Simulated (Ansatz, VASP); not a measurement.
# Hg in VASP and in Ansatz

INCAR

```
PREC = Accurate
ENCUT = 520
EDIFF = 1E-8
ISMEAR = -1
SIGMA = 0.05
LREAL = False
LASPH = True
NELM = 80
ALGO = Normal
ISIF = 2
LWAVE = False
LCHARG = False
GGA = PS
LEFG = True
NBANDS = 25
```

KPOINTS

```
regular mesh
0
Gamma
  8 8 9
```

File POSCAR:

```
Hg
1.0
    4.5997457407      0.0000000000      0.0000000000
   -2.2998728704      3.9834966624      0.0000000000
    0.0000000000      0.0000000000      3.9209268928
Hg
3
Direct
    0.3333333333      0.6666666667      0.5000000000
    0.0000000000      0.0000000000      0.0000000000
    0.6666666667      0.3333333333      0.5000000000
```

Input for Ansatz:

```yaml
crystal:
  lattice:
    - [4.5997457407, 0.0, 0.0]
    - [-2.2998728704, 3.9834966624, 0.0]
    - [0.0, 0.0, 3.9209268928]
  atoms:
    - { symbol: Hg, position: [0.3333333333, 0.6666666667, 0.5] }
    - { symbol: Hg, position: [0.0, 0.0, 0.0] }
    - { symbol: Hg, position: [0.6666666667, 0.3333333333, 0.5] }
kpoints:
  mp_grid: { grid: [8, 8, 9] }
scf:
  occupations: { method: fermi_dirac, width: 0.05 }
hamiltonian:
  xc: pbesol
  pseudopotentials: { kind: paw }
output:
  forces: true
  stress: true
  eigenvalues: true
  efg: { contact_densities: true }
```

Change from the starting cell: volume scaled by 1.04, PAW files.

Alike in both runs: task electric field gradients; functional PBEsol; k mesh 8 × 8 × 9; occupations fermi-dirac, width 0.05 eV; no spin polarisation.

```csv
,VASP,Ansatz
version,VASP 6.6.1,Ansatz 0.2.0
potentials or method,"VASP PAW PBE potentials, release 64 (Hg)","PAW with Ansatz's default frozen-core files, scalar-relativistic"
plane-wave cutoff (eV),520,420
valence electrons in the cell,36,60
```

|  | VASP | Ansatz | Ansatz less VASP |
| --- | --- | --- | --- |
| pressure (GPa) | 5.7 | 5.0 | -0.69 |
| largest component of the traceless stress (GPa) | 6.96 | 6.48 | -0.489 |
| Vzz of the field gradient on the site that differs most (V/Å²) | 314.6 | 243.0 | -71.62 |

The two sets of potentials don't hold the same shells in valence. Ansatz warned: «gradients_without_spin_orbit».

Caveats: the PAW data sets were made with another functional, which shifts forces and pressure a little (VASP). The runs have no spin-orbit coupling, so splittings on Hg are missing.
